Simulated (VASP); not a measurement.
**Schottky barriers on Si (111), sevenfold**

Where does the Fermi level of NiSi2, type A, NiSi2, type B, CoSi2, type A and CoSi2, type B fall in the gap of Si?

Calculated with VASP 6.6.1; LDA; plane waves and PAW (Si), in the first sound run; inputs show where later runs differ.

## Step 1: The structure

The structure is cubic, space group Fd-3m (No. 227). The conventional cell has a = 5.431 Å, b = 5.431 Å, c = 5.431 Å, α = 90.00°, β = 90.00°, γ = 90.00°. Nearest to Si lie 4 Si at 2.35 Å.

## Step 2: Relax the substrate crystal, LDA

The substrate sets the in-plane lattice.

This step took 2 runs in a row; the last is shown.

Level: LDA; plane waves and PAW (Si).

The input, INCAR:

```
SYSTEM = Si
PREC = Accurate
ENCUT = 420
EDIFF = 1E-07
NELM = 120
ISMEAR = 0
SIGMA = 0.02
LREAL = .FALSE.
ALGO = Normal
GGA = CA
NBANDS = 18
LASPH = .TRUE.
LORBIT = 11
LWAVE = .FALSE.
LCHARG = .FALSE.
KPAR = 16
IBRION = 2
NSW = 40
ISIF = 3
EDIFFG = -0.005
POTIM = 0.4
```

The input, POSCAR:

```
Si
1.0
    3.8206975601      0.0000000000      0.0000000000
   -1.9103487795      3.3088211466      0.0000000000
    0.0000000000      0.0000000000      9.3565759632
Si
6
Direct
    0.0000000000      0.0000000000      0.0000047197
    0.3333333330      0.6666666670      0.0833286133
    0.3333333330      0.6666666670      0.3333380527
    0.6666666670      0.3333333330      0.4166619473
    0.6666666670      0.3333333330      0.6666713867
    0.0000000000      0.0000000000      0.7499952803
```

The input, KPOINTS:

```
Automatic mesh
0
Gamma
8 8 3
0 0 0
```

Potentials, in the order of the species: Si (LDA family, release 64).

Run with:

```console
> mpirun -np 16 vasp_std
```

The program printed:

```text
[banner, memory and clock lines left out]
running   16 mpi-ranks, on    1 nodes
[...]
|                                                                             |
|           W    W    AA    RRRRR   N    N  II  N    N   GGGG   !!!           |
|           W    W   A  A   R    R  NN   N  II  NN   N  G    G  !!!           |
|           W    W  A    A  R    R  N N  N  II  N N  N  G       !!!           |
|           W WW W  AAAAAA  RRRRR   N  N N  II  N  N N  G  GGG   !            |
|           WW  WW  A    A  R   R   N   NN  II  N   NN  G    G                |
|           W    W  A    A  R    R  N    N  II  N    N   GGGG   !!!           |
|                                                                             |
|     For optimal performance we recommend to set                             |
|       NCORE = 2 up to number-of-cores-per-socket                            |
|     NCORE specifies how many cores store one orbital (NPAR=cpu/NCORE).      |
|     This setting can greatly improve the performance of VASP for DFT.       |
[...]
|     Unfortunately you need to use the default for GW and RPA                |
|     calculations (for HF NCORE is supported but not extensively tested      |
|     yet).                                                                   |
|                                                                             |

 LDA part: xc-table for (Slater(with rela. corr.)+CA(PZ))
 , standard interpolation
 POSCAR, INCAR and KPOINTS ok, starting setup
[...]
entering main loop
       N       E                     dE             d eps       ncg     rms          rms(c)
DAV:   1     0.377228190844E+02    0.37723E+02   -0.81389E+03   900   0.902E+02
DAV:   2    -0.334702425178E+02   -0.71193E+02   -0.69042E+02  1162   0.139E+02
DAV:   3    -0.365310708146E+02   -0.30608E+01   -0.30451E+01  1192   0.280E+01
DAV:   4    -0.365671539646E+02   -0.36083E-01   -0.36047E-01  1242   0.384E+00
[...]
DAV:  10    -0.357526512935E+02   -0.48708E-04   -0.68151E-05  1122   0.484E-02    0.116E-01
DAV:  11    -0.357526439953E+02    0.72981E-05   -0.21251E-05  1070   0.227E-02    0.162E-03
DAV:  12    -0.357526440392E+02   -0.43903E-07   -0.38831E-07  1200   0.348E-03
   1 F= -.35752644E+02 E0= -.35752644E+02  d E =-.357526E+02
[...]
reached required accuracy - stopping structural energy minimisation
```

The job ended after 4.6 s (16 MPI ranks of AMD EPYC 9R14 (Zen 4), shared host; peak memory 2.7 GiB; 50 s of CPU time).

The logs omit lines about the potential files and the build; timing stands in the text.

From OUTCAR (step 2):

```text
  Total        0.0073126      0.0073126     -0.0112315      0.0000000      0.0000000      0.0000000
  in kB        0.0990489      0.0990489     -0.1521301      0.0000000      0.0000000      0.0000000
  external PRESSURE =       0.0153226 kB  Pullay stress =       0.0000000 kB

 POSITION                                       TOTAL-FORCE (eV/Angst)
 -----------------------------------------------------------------------------------
      0.00000      0.00000      0.00004         0.000000     -0.000000      0.003037
     -0.00000      2.20588      0.77967        -0.000000      0.000000     -0.003037
     -0.00000      2.20588      3.11890         0.000000     -0.000000      0.003037
      1.91035      1.10294      3.89853        -0.000000      0.000000     -0.003037
      1.91035      1.10294      6.23776         0.000000     -0.000000      0.003037
      0.00000      0.00000      7.01739        -0.000000      0.000000     -0.003037
 -----------------------------------------------------------------------------------
    total drift:                                0.000000     -0.000000     -0.000000

  FREE ENERGIE OF THE ION-ELECTRON SYSTEM (eV)
  ---------------------------------------------------
  free  energy   TOTEN  =       -35.7526440392 eV

  energy  without entropy=      -35.7526440392  energy(sigma->0) =      -35.75264404

 reached required accuracy - stopping structural energy minimisation

[... 3 further parts left out ...]
[key lines of the parts left out:]
E-fermi :   6.0294
```

Read from the output:

```
energy(sigma→0) of the program : -35.7526 eV
stress, compression positive   : xx, yy, zz 0.01, 0.01, -0.02 GPa
volume                         : 118.286 Å³
ionic steps                    : 1
```

## Step 3: Bulk band edges, LDA

A bulk run places the substrate's levels against the mean potential at its cores.

Level: LDA; plane waves and PAW (Si).

The input, INCAR:

```
SYSTEM = Si
PREC = Accurate
ENCUT = 420
EDIFF = 1E-06
NELM = 100
ISMEAR = 0
SIGMA = 0.02
LREAL = .FALSE.
ALGO = Normal
GGA = CA
NBANDS = 18
LASPH = .TRUE.
LWAVE = .FALSE.
LCHARG = .FALSE.
KPAR = 16
```

POSCAR is that of step 2.

KPOINTS is that of step 2.

The input, KPOINTS_OPT:

```
Line mode
6
Line-mode
Reciprocal
  0.00000000  -0.32500000  -0.35000000
  0.00000000  -0.49500000  -0.01000000

  0.00000000   0.32500000  -0.35000000
  0.00000000   0.49500000  -0.01000000
```

Run with:

```console
> mpirun -np 16 vasp_std
```

The program printed:

```text
[banner, memory and clock lines left out]
running   16 mpi-ranks, on    1 nodes
[...]
[... a notice as in an earlier step ...]

 LDA part: xc-table for (Slater(with rela. corr.)+CA(PZ))
 , standard interpolation
 POSCAR, INCAR and KPOINTS ok, starting setup
[...]
entering main loop
       N       E                     dE             d eps       ncg     rms          rms(c)
[... 11 cycles as in an earlier step ...]
DAV:  12    -0.357526440358E+02   -0.40419E-07   -0.35351E-07   666   0.348E-03
   1 F= -.35752644E+02 E0= -.35752644E+02  d E =-.201236E-14
 Start KPOINTS_OPT (optional k-point list driver)
k-point batch [1-12\12]
       N       E                     dE             ncg
DAV:   1     0.141987832231E+04   -0.62628E+04      432
DAV:   2     0.629139214809E+03   -0.79074E+03      560
DAV:   3     0.595926180377E+03   -0.33213E+02      496
DAV:   4     0.595505915070E+03   -0.42027E+00      554
DAV:   5     0.595500473040E+03   -0.54420E-02      522
DAV:   6     0.595500352140E+03   -0.12090E-03      542
DAV:   7     0.595500349238E+03   -0.29014E-05      504
DAV:   8     0.595500349170E+03   -0.68080E-07      374
```

Run time: 5 s. Hardware: 16 MPI ranks; peak memory 3.1 GiB; 59 s of CPU time.

OUTCAR, selected parts (step 3):

```text
  LATTYP: Found a hexagonal cell.
 ALAT       =     3.8206975601
 C/A-ratio  =     2.4489182449

 Subroutine GETGRP returns: Found 12 space group operations
 (whereof  6 operations were pure point group operations)

The static configuration has the point symmetry C_3v.
 The point group associated with its full space group is D_3d.

 Found     25 irreducible k-points:

   dimension x,y,z NGX =    28 NGY =   28 NGZ =   64
   dimension x,y,z NGXF=    56 NGYF=   56 NGZF=  128

   ENCUT  =  420.0 eV  30.87 Ry    5.56 a.u.   6.38  6.38 15.64*2*pi/ulx,y,z

   NELECT =      24.0000    total number of electrons

 E-fermi :   6.0294

 k-point     1 :       0.0000    0.0000    0.0000
  band No.  band energies     occupation
    ...
      8       4.9175      2.00000
      9       4.9175      2.00000
     10       5.9285      2.00000
     11       5.9285      2.00000
     12       5.9297      2.00000
     13       7.6387      0.00000
     14       7.6387      0.00000
     15       8.4585      0.00000
     16       8.4585      0.00000
     17       8.4614      0.00000
    ...

 k-point     2 :       0.1250    0.0000    0.0000
  band No.  band energies     occupation
    ...
      8       4.3181      2.00000
      9       4.5463      2.00000
     10       4.9689      2.00000
     11       5.4873      2.00000
     12       5.6764      2.00000
     13       8.1050      0.00000
     14       8.4311      0.00000
     15       8.4709      0.00000
     16       8.7416      0.00000
     17       9.0644      0.00000
    ...

  Total        0.0072606      0.0072606     -0.0113509      0.0000000      0.0000000      0.0000000
  in kB        0.0983441      0.0983441     -0.1537478      0.0000000      0.0000000      0.0000000
  external PRESSURE =       0.0143135 kB  Pullay stress =       0.0000000 kB

 POSITION                                       TOTAL-FORCE (eV/Angst)
 -----------------------------------------------------------------------------------
      0.00000      0.00000      0.00004        -0.000000      0.000000      0.003027
     -0.00000      2.20588      0.77967         0.000000     -0.000000     -0.003027
     -0.00000      2.20588      3.11890        -0.000000      0.000000      0.003027
      1.91035      1.10294      3.89853         0.000000     -0.000000     -0.003027
      1.91035      1.10294      6.23776        -0.000000      0.000000      0.003027
      0.00000      0.00000      7.01739         0.000000      0.000000     -0.003027
 -----------------------------------------------------------------------------------
    total drift:                                0.000000     -0.000000     -0.000000

  FREE ENERGIE OF THE ION-ELECTRON SYSTEM (eV)
  ---------------------------------------------------
  free  energy   TOTEN  =       -35.7526440358 eV

  energy  without entropy=      -35.7526440358  energy(sigma->0) =      -35.75264404

[... 2 parts as in an earlier step ...]

[... 7 further parts left out ...]
```

This run gave:

- energy(sigma→0) of the program: -35.7526 eV
- stress, compression positive: xx, yy, zz 0.01, 0.01, -0.02 GPa

The run ends at a pressure of 0.00 GPa, with forces up to 0.0030 eV/Å.

## Step 4: Bulk band edges, HSE06

At this level only the shift of the substrate's edges against the mean potential of the cell is used.

Level: HSE06; plane waves and PAW (Si).

The input, INCAR:

```
SYSTEM = Si
PREC = Accurate
ENCUT = 420
EDIFF = 1E-06
NELM = 100
ISMEAR = 0
SIGMA = 0.02
LREAL = .FALSE.
ALGO = Normal
LHFCALC = .TRUE.
AEXX = 0.25
GGA = PE
HFSCREEN = 0.2
LASPH = .TRUE.
NBANDS = 18
PRECFOCK = Fast
LWAVE = .FALSE.
LCHARG = .FALSE.
KPAR = 4
```

POSCAR is that of step 3.

The input, KPOINTS:

```
Automatic mesh
0
Gamma
4 4 2
0 0 0
```

KPOINTS_OPT is that of step 3.

Run with:

```console
> mpirun -np 16 vasp_std
```

The program printed:

```text
[banner, memory and clock lines left out]
running   16 mpi-ranks, on    1 nodes
[...]
[... a notice as in an earlier step ...]

|                                                                             |
|               ----> ADVICE to this user running VASP <----                  |
|                                                                             |
|     You enforced a specific xc type in the INCAR file but a different       |
|     [... a line on the potential file left out ...]
|     I HOPE YOU KNOW WHAT YOU ARE DOING!                                     |
|                                                                             |

 LDA part: xc-table for (Slater+PW92), standard interpolation
|                                                                             |
|           W    W    AA    RRRRR   N    N  II  N    N   GGGG   !!!           |
|           W    W   A  A   R    R  NN   N  II  NN   N  G    G  !!!           |
|           W    W  A    A  R    R  N N  N  II  N N  N  G       !!!           |
[...]
DAV:   9    -0.377514605146E+02    0.55600E-05   -0.38216E-06   380   0.102E-02    0.130E-01
DAV:  10    -0.377514595453E+02    0.96933E-06   -0.12733E-06   264   0.609E-03
   1 F= -.37751460E+02 E0= -.37751460E+02  d E =-.794452E-12
 Start KPOINTS_OPT (optional k-point list driver)
k-point batch [1-8\12]
       N       E                     dE             ncg
DAV:   1     0.609518419745E+03   -0.39410E+04      320
DAV:   2     0.663062348323E+02   -0.54321E+03      388
DAV:   3     0.108757204797E+02   -0.55431E+02      380
DAV:   4     0.971016555981E+01   -0.11656E+01      388
DAV:   5     0.969375199579E+01   -0.16414E-01      384
DAV:   6     0.969349316841E+01   -0.25883E-03      376
DAV:   7     0.969348821353E+01   -0.49549E-05      368
DAV:   8     0.969348810552E+01   -0.10801E-06      304
k-point batch [9-12\12]
       N       E                     dE             ncg
DAV:   1     0.285527793568E+04   -0.24002E+04      160
DAV:   2     0.258289749461E+04   -0.27238E+03      188
DAV:   3     0.255621442816E+04   -0.26683E+02      184
DAV:   4     0.255555262255E+04   -0.66181E+00      212
DAV:   5     0.255554237369E+04   -0.10249E-01      176
DAV:   6     0.255554223024E+04   -0.14345E-03      192
DAV:   7     0.255554222808E+04   -0.21593E-05      176
DAV:   8     0.255554222803E+04   -0.43969E-07      168
```

The job ended after 31 s (16 MPI ranks; peak memory 3.9 GiB).

OUTCAR, selected parts (step 4):

```text
 POSITION                                       TOTAL-FORCE (eV/Angst)
 -----------------------------------------------------------------------------------
      0.00000      0.00000      0.00004        -0.000000      0.000000      0.029381
     -0.00000      2.20588      0.77967         0.000000      0.000000     -0.029381
     -0.00000      2.20588      3.11890         0.000000      0.000000      0.029381
      1.91035      1.10294      3.89853        -0.000000     -0.000000     -0.029381
      1.91035      1.10294      6.23776        -0.000000      0.000000      0.029381
      0.00000      0.00000      7.01739         0.000000     -0.000000     -0.029381
 -----------------------------------------------------------------------------------
    total drift:                               -0.000003      0.000002     -0.000037

  FREE ENERGIE OF THE ION-ELECTRON SYSTEM (eV)
  ---------------------------------------------------
  free  energy   TOTEN  =       -37.7514595453 eV

  energy  without entropy=      -37.7514595453  energy(sigma->0) =      -37.75145955

[... 1 part as in an earlier step ...]

[... 2 further parts left out ...]
[key lines of the parts left out:]
E-fermi :   5.8295
```

Numbers from this step:

| Quantity | Value |
| --- | --- |
| energy(sigma→0) of the program | -37.7515 eV |

## Step 5: Relax the partner on the substrate's cell, LDA

One member in full, NiSi2, type A: held to the substrate's in-plane cell, its height is moved until the normal stress is near zero, five times at most.

This step took 5 runs, each at a new trial strain with the atoms of the one before; the last is shown.

Level: LDA, no spin polarisation; plane waves and PAW (Si, Ni); cell typed or built by script.

System, named by how it was started: Si2Ni. The structure is trigonal, space group R-3m (No. 166). The conventional cell has a = 3.821 Å, b = 3.821 Å, c = 9.172 Å, α = 90.00°, β = 90.00°, γ = 120.00°. Nearest to Si lie 4 Ni at 2.31 to 2.33 Å. Nearest to Ni lie 8 Si at 2.31 to 2.33 Å. Farther neighbours are not listed.

The input, INCAR:

```
SYSTEM = Si2Ni
PREC = Accurate
ENCUT = 420
EDIFF = 1E-07
NELM = 120
ISMEAR = 1
SIGMA = 0.1
LREAL = .FALSE.
ALGO = Normal
GGA = CA
NBANDS = 36
LASPH = .TRUE.
LORBIT = 11
LWAVE = .FALSE.
LCHARG = .FALSE.
KPAR = 4
IBRION = 1
NSW = 25
ISIF = 2
EDIFFG = -0.004
POTIM = 0.3
```

The input, POSCAR:

```
Si2Ni
1.0
    3.8206975600      0.0000000000      0.0000000000
   -1.9103487800      3.3088211470      0.0000000000
    0.0000000000      0.0000000000      9.1720140420
Si Ni
6 3
Direct
    0.0000000000      0.0000000000      0.0018887542
    0.6666666670      0.3333333330      0.1647779128
    0.3333333330      0.6666666670      0.3352220872
    0.0000000000      0.0000000000      0.4981112458
    0.6666666670      0.3333333330      0.6685554212
    0.3333333330      0.6666666670      0.8314445788
    0.3333333330      0.6666666670      0.0833333330
    0.6666666670      0.3333333330      0.4166666670
    0.0000000000      0.0000000000      0.7500000000
```

The input, KPOINTS:

```
Automatic mesh
0
Gamma
10 10 4
0 0 0
```

Potentials, in the order of the species: Si and Ni (LDA family, release 64).

Run with:

```console
> mpirun -np 4 vasp_std
```

The program printed:

```text
[banner, memory and clock lines left out]
running    4 mpi-ranks, on    1 nodes
[...]
LDA part: xc-table for (Slater(with rela. corr.)+CA(PZ))
 , standard interpolation
 POSCAR, INCAR and KPOINTS ok, starting setup
[...]
entering main loop
       N       E                     dE             d eps       ncg     rms          rms(c)
DAV:   1     0.303091613133E+03    0.30309E+03   -0.19911E+04  3600   0.135E+03
DAV:   2    -0.375385618711E+02   -0.34063E+03   -0.32757E+03  3612   0.320E+02
DAV:   3    -0.647339680549E+02   -0.27195E+02   -0.26202E+02  4244   0.103E+02
DAV:   4    -0.658226587903E+02   -0.10887E+01   -0.10801E+01  4488   0.196E+01
[...]
DAV:  15    -0.596771404244E+02    0.41926E-05   -0.12587E-05  5604   0.439E-02    0.664E-03
DAV:  16    -0.596771402666E+02    0.15777E-06   -0.13262E-06  4916   0.882E-03    0.286E-03
DAV:  17    -0.596771401890E+02    0.77634E-07   -0.11048E-07  2320   0.480E-03
   1 F= -.59677140E+02 E0= -.59676926E+02  d E =-.596771E+02
 BRION: g(F)=  0.561E-07 g(S)=  0.000E+00
 reached required accuracy - stopping structural energy minimisation
```

The job ended after 49 s (4 MPI ranks; peak memory 0.92 GiB).

OUTCAR, selected parts (step 5):

```text
  Total       -1.3403982     -1.3403982      0.0126749      0.0000000      0.0000000      0.0000000
  in kB      -18.5209707    -18.5209707      0.1751352      0.0000000      0.0000000      0.0000000
  external PRESSURE =     -12.2889354 kB  Pullay stress =       0.0000000 kB

 POSITION                                       TOTAL-FORCE (eV/Angst)
 -----------------------------------------------------------------------------------
      0.00000      0.00000      0.01732         0.000000     -0.000000      0.000568
      1.91035      1.10294      1.51135        -0.000000      0.000000     -0.000568
     -0.00000      2.20588      3.07466         0.000000     -0.000000      0.000568
      0.00000      0.00000      4.56868        -0.000000      0.000000     -0.000568
      1.91035      1.10294      6.13200         0.000000     -0.000000      0.000568
     -0.00000      2.20588      7.62602        -0.000000      0.000000     -0.000568
     -0.00000      2.20588      0.76433        -0.000000     -0.000000      0.000000
      1.91035      1.10294      3.82167        -0.000000     -0.000000      0.000000
      0.00000      0.00000      6.87901        -0.000000     -0.000000      0.000000
 -----------------------------------------------------------------------------------
    total drift:                               -0.000000      0.000000      0.000000

  FREE ENERGIE OF THE ION-ELECTRON SYSTEM (eV)
  ---------------------------------------------------
  free  energy   TOTEN  =       -59.6771401890 eV

  energy  without entropy=      -59.6764968646  energy(sigma->0) =      -59.67692575

[... 1 part as in an earlier step ...]

[... 3 further parts left out ...]
[key lines of the parts left out:]
E-fermi :  10.7035
```

Numbers from this step:

* energy(sigma→0) of the program: -59.6769 eV
* stress, compression positive: xx, yy, zz -1.85, -1.85, 0.02 GPa
* ionic steps: 1

[end of part 1 of 2]

[Lines on the potential files, build, host, timing and source positions are cut from VASP's logs without a mark.]

[Logs are printed without paths, hosts, clocks, repeated set-up lines and the standing remarks that a program may print on its own settings, such as how far it seeks lower states.]

[Hosts, paths, dates, database ids (printed as entryN), source tags and the programs' standing remarks are cut or masked in the printed files.]

[In band tables of VASP the shares of atoms and orbitals are scaled to a sum of 1 inside the atoms' spheres.]
